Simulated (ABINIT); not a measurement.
Here is an ABINIT 10.8.3 (patched build) calculation.

The input run.abi:

```
ndtset 2

pp_dirpath "./"
pseudos "Re.LDA_PW-JTH.xml"

acell 3*1.0 Angstrom
rprim
     2.7663873939     0.0000000000     0.0000000000
    -1.3831936969     2.3957617598     0.0000000000
     0.0000000000     0.0000000000     8.9388451600
ntypat 1
znucl 75
natom 4
typat 1 1 1 1
xred
     0.6666666667     0.3333333333     0.7500000000
     0.0000000000     0.0000000000     0.5000000000
     0.3333333333     0.6666666667     0.2500000000
     0.0000000000     0.0000000000     0.0000000000

ecut 17.0
pawecutdg 34.0

ixc 2

occopt 3
tsmear 0.05 eV

nstep 100

iomode 3
prtwf 0
prteig 0
prtebands 0
prtden1 1
prtvha1 1
prtvclmb1 1
prtpot1 1

kptopt1 1
ngkpt1 11 11 3
nshiftk1 1
shiftk1 0.0 0.0 0.0
nband1 36
tolvrs1 1.0e-9

iscf2 -2
getden2 1
nband2 40
nbdbuf2 2
tolwfr2 1.0e-12
kptopt2 -7
ndivsm2 8
prteig2 1
kptbounds2
     0.0000000000     0.0000000000     0.0000000000
     0.5000000000     0.0000000000     0.0000000000
     0.3333333333     0.3333333333     0.0000000000
     0.0000000000     0.0000000000     0.0000000000
     0.0000000000     0.0000000000     0.5000000000
     0.5000000000     0.0000000000     0.5000000000
     0.3333333333     0.3333333333     0.5000000000
     0.0000000000     0.0000000000     0.5000000000
```

Potentials or basis: JTH PAW LDA v2.0.

Launch:

```sh
$ abinit run.abi > log 2>&1
```

(1) What does it give for the band gap on the k mesh?

Results:

(1) none (metal or under the smearing width).

Caveat: spin-orbit coupling is left out, which moves the levels of the heavy elements.
